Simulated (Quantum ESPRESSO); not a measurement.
# GaN (P6_3mc) in Quantum ESPRESSO: further runs, part 2 of 2

Quantum ESPRESSO 7.5.

## (10) Band structure, PBEsol

The input, pw.in:

```
&CONTROL
  calculation = 'scf'
  prefix = 'pwscf'
  outdir = './tmp'
  pseudo_dir = './pseudo'
  tprnfor = .true.
  tstress = .true.
  disk_io = 'low'
/
&SYSTEM
  ibrav = 0
  nat = 4
  ntyp = 2
  ecutwfc = 114
  nbnd = 36
  occupations = 'smearing'
  smearing = 'fd'
  degauss = 0.00367493
/
&ELECTRONS
  conv_thr = 8d-10
  electron_maxstep = 120
  mixing_beta = 0.5
/
ATOMIC_SPECIES
Ga    69.7230 Ga.upf
N     14.0070 N.upf
CELL_PARAMETERS angstrom
   3.1800000000    0.0000000000    0.0000000000
  -1.5900000000    2.7539607840    0.0000000000
   0.0000000000    0.0000000000    5.1660000000
ATOMIC_POSITIONS crystal
Ga     0.6666666667    0.3333333333    0.5000000000
Ga     0.3333333333    0.6666666667    0.0000000000
N      0.6666666667    0.3333333333    0.8750000000
N      0.3333333333    0.6666666667    0.3750000000
K_POINTS automatic
10 10 5 0 0 0
```

The input, bands.in:

```
&CONTROL
  calculation = 'bands'
  prefix = 'pwscf'
  outdir = './tmp'
  pseudo_dir = './pseudo'
  disk_io = 'low'
  verbosity = 'high'
/
&SYSTEM
  ibrav = 0
  nat = 4
  ntyp = 2
  ecutwfc = 114
  nbnd = 36
  occupations = 'smearing'
  smearing = 'fd'
  degauss = 0.00367493
/
&ELECTRONS
  conv_thr = 1d-08
  electron_maxstep = 120
  mixing_beta = 0.5
  diago_full_acc = .true.
/
ATOMIC_SPECIES
Ga    69.7230 Ga.upf
N     14.0070 N.upf
CELL_PARAMETERS angstrom
   3.1800000000    0.0000000000    0.0000000000
  -1.5900000000    2.7539607840    0.0000000000
   0.0000000000    0.0000000000    5.1660000000
ATOMIC_POSITIONS crystal
Ga     0.6666666667    0.3333333333    0.5000000000
Ga     0.3333333333    0.6666666667    0.0000000000
N      0.6666666667    0.3333333333    0.8750000000
N      0.3333333333    0.6666666667    0.3750000000
K_POINTS crystal
60
 0.0000000000  0.0000000000  0.0000000000 1
 0.0714285714  0.0000000000  0.0000000000 1
 0.1428571429  0.0000000000  0.0000000000 1
 0.2142857143  0.0000000000  0.0000000000 1
 0.2857142857  0.0000000000  0.0000000000 1
 0.3571428571  0.0000000000  0.0000000000 1
 0.4285714286  0.0000000000  0.0000000000 1
 0.5000000000  0.0000000000  0.0000000000 1
 0.4583333333  0.0833333333  0.0000000000 1
 0.4166666667  0.1666666667  0.0000000000 1
 0.3750000000  0.2500000000  0.0000000000 1
 0.3333333333  0.3333333333  0.0000000000 1
 0.2962962963  0.2962962963  0.0000000000 1
 0.2592592593  0.2592592593  0.0000000000 1
 0.2222222222  0.2222222222  0.0000000000 1
 0.1851851852  0.1851851852  0.0000000000 1
 0.1481481481  0.1481481481  0.0000000000 1
 0.1111111111  0.1111111111  0.0000000000 1
 0.0740740741  0.0740740741  0.0000000000 1
 0.0370370370  0.0370370370  0.0000000000 1
 0.0000000000  0.0000000000  0.0000000000 1
 0.0000000000  0.0000000000  0.1250000000 1
 0.0000000000  0.0000000000  0.2500000000 1
 0.0000000000  0.0000000000  0.3750000000 1
 0.0000000000  0.0000000000  0.5000000000 1
 0.0625000000  0.0000000000  0.5000000000 1
 0.1250000000  0.0000000000  0.5000000000 1
 0.1875000000  0.0000000000  0.5000000000 1
 0.2500000000  0.0000000000  0.5000000000 1
 0.3125000000  0.0000000000  0.5000000000 1
 0.3750000000  0.0000000000  0.5000000000 1
 0.4375000000  0.0000000000  0.5000000000 1
 0.5000000000  0.0000000000  0.5000000000 1
 0.4666666667  0.0666666667  0.5000000000 1
 0.4333333333  0.1333333333  0.5000000000 1
 0.4000000000  0.2000000000  0.5000000000 1
 0.3666666667  0.2666666667  0.5000000000 1
 0.3333333333  0.3333333333  0.5000000000 1
 0.3030303030  0.3030303030  0.5000000000 1
 0.2727272727  0.2727272727  0.5000000000 1
 0.2424242424  0.2424242424  0.5000000000 1
 0.2121212121  0.2121212121  0.5000000000 1
 0.1818181818  0.1818181818  0.5000000000 1
 0.1515151515  0.1515151515  0.5000000000 1
 0.1212121212  0.1212121212  0.5000000000 1
 0.0909090909  0.0909090909  0.5000000000 1
 0.0606060606  0.0606060606  0.5000000000 1
 0.0303030303  0.0303030303  0.5000000000 1
 0.0000000000  0.0000000000  0.5000000000 1
 0.5000000000  0.0000000000  0.5000000000 1
 0.5000000000  0.0000000000  0.4000000000 1
 0.5000000000  0.0000000000  0.3000000000 1
 0.5000000000  0.0000000000  0.2000000000 1
 0.5000000000  0.0000000000  0.1000000000 1
 0.5000000000  0.0000000000  0.0000000000 1
 0.3333333333  0.3333333333  0.0000000000 1
 0.3333333333  0.3333333333  0.1250000000 1
 0.3333333333  0.3333333333  0.2500000000 1
 0.3333333333  0.3333333333  0.3750000000 1
 0.3333333333  0.3333333333  0.5000000000 1
```

Potentials or basis: PseudoDojo 0.4 SR PBEsol stringent.

Command:

```
$ OMP_NUM_THREADS=1 pw.x -in pw.in > pw.out
$ OMP_NUM_THREADS=1 pw.x -in bands.in > bands.out
```

pw.out:

```text
This program is part of the open-source Quantum ESPRESSO suite
     for quantum simulation of materials; please cite
         "P. Giannozzi et al., J. Phys.:Condens. Matter 21 395502 (2009);
         "P. Giannozzi et al., J. Phys.:Condens. Matter 29 465901 (2017);
         "P. Giannozzi et al., J. Chem. Phys. 152 154105 (2020);
     in publications or presentations arising from this work. More details at

     Message from routine setup:
     using ibrav=0 with symmetry is DISCOURAGED, use correct ibrav instead

     G-vector sticks info
     --------------------
     sticks:   dense  smooth     PW     G-vecs:    dense   smooth      PW
     Sum        1135    1135    313                50245    50245    7511

     Using Slab Decomposition

     bravais-lattice index     =            0
     lattice parameter (alat)  =       6.0093  a.u.
     unit-cell volume          =     305.3064 (a.u.)^3
     number of atoms/cell      =            4
     number of atomic types    =            2
     number of electrons       =        52.00
[... 506 lines left out ...]
    -1.4695  -1.4598   0.2052   0.3323   5.4662   5.5990   7.2536   8.0057
     9.8940  10.1947  17.9537  18.0154  18.9892  19.4763  20.6663  20.8547
    24.6859  25.4256  26.0455  26.7699

     the Fermi energy is    12.7860 ev

!    total energy              =   -1033.39059620 Ry
     estimated scf accuracy    <          2.3E-10 Ry
     smearing contrib. (-TS)   =      -0.00000000 Ry
     internal energy E=F+TS    =   -1033.39059620 Ry

     The total energy is F=E-TS. E is the sum of the following terms:
     one-electron contribution =    -776.79402634 Ry
     hartree contribution      =     400.24545476 Ry
     xc contribution           =    -113.88316565 Ry
     ewald contribution        =    -542.95885897 Ry

     convergence has been achieved in   9 iterations

     Forces acting on atoms (cartesian axes, Ry/au):

     atom    1 type  1   force =     0.00000000    0.00000000   -0.00517954
     atom    2 type  1   force =     0.00000000    0.00000000   -0.00517954
     atom    3 type  2   force =     0.00000000   -0.00000000    0.00517954
     atom    4 type  2   force =     0.00000000    0.00000000    0.00517954

     Total force =     0.010359     Total SCF correction =     0.000009

     Computing stress (Cartesian axis) and pressure

          total   stress  (Ry/bohr**3)                   (kbar)     P=        8.40
   0.00001110  -0.00000000  -0.00000000            1.63       -0.00       -0.00
   0.00000000   0.00001110  -0.00000000            0.00        1.63       -0.00
  -0.00000000  -0.00000000   0.00014901           -0.00       -0.00       21.92

=------------------------------------------------------------------------------=
   JOB DONE.
=------------------------------------------------------------------------------=
```

Run time: 4.4 min. Hardware: 1 thread of Arm Neoverse V1, shared host; peak memory 0.26 GiB.

What came out:

* Free energy: -14059.9953 eV
* Pressure: 0.8 GPa
* Largest force: 0.133 eV/Å
* Band gap on the k mesh: 1.94 eV, direct
* Band gap along the path: 1.94 eV, direct

Forces in eV/Å, atoms in the order of the input:
```
Ga   0.000  0.000 -0.133
Ga   0.000  0.000 -0.133
N    0.000  0.000  0.133
N    0.000  0.000  0.133
```

Stress tensor (GPa, compression positive):
```
0.16 0.00 0.00
0.00 0.16 0.00
0.00 0.00 2.19
```

Levels at the corners of the path, in eV from the valence-band top:
```csv
point,band 24,band 25,band 26,band 27,band 28,band 29
Γ,-0.06,0.00,0.00,1.94,4.25,9.15
M,-2.80,-2.30,-1.00,4.97,5.56,5.98
K,-3.07,-3.07,-2.75,4.99,7.85,7.85
Γ,-0.06,0.00,0.00,1.94,4.25,9.15
A,-0.55,-0.55,-0.55,4.25,4.25,8.46
L,-1.98,-1.94,-1.94,4.34,4.34,7.78
H,-4.28,-1.52,-1.52,6.43,6.43,7.21
A,-0.55,-0.55,-0.55,4.25,4.25,8.46
L,-1.98,-1.94,-1.94,4.34,4.34,7.78
M,-2.80,-2.30,-1.00,4.97,5.56,5.98
K,-3.07,-3.07,-2.75,4.99,7.85,7.85
H,-4.28,-1.52,-1.52,6.43,6.43,7.21
```

## (11) How close it comes

Step 10. A measured gap of GaN is 3.503 eV (direct; quoted in “Studying electronic properties in GaN without electrical contacts using γ-γ vs e−-γ Perturbed Angular Correlations”, 2019, pmc:6823545); the calculated 1.94 eV misses it by -1.56 eV. Spin-orbit coupling on Ga is left out. The value is that of PBEsol, without temperature or zero-point motion. Semilocal functionals fall short of measured gaps as a rule.
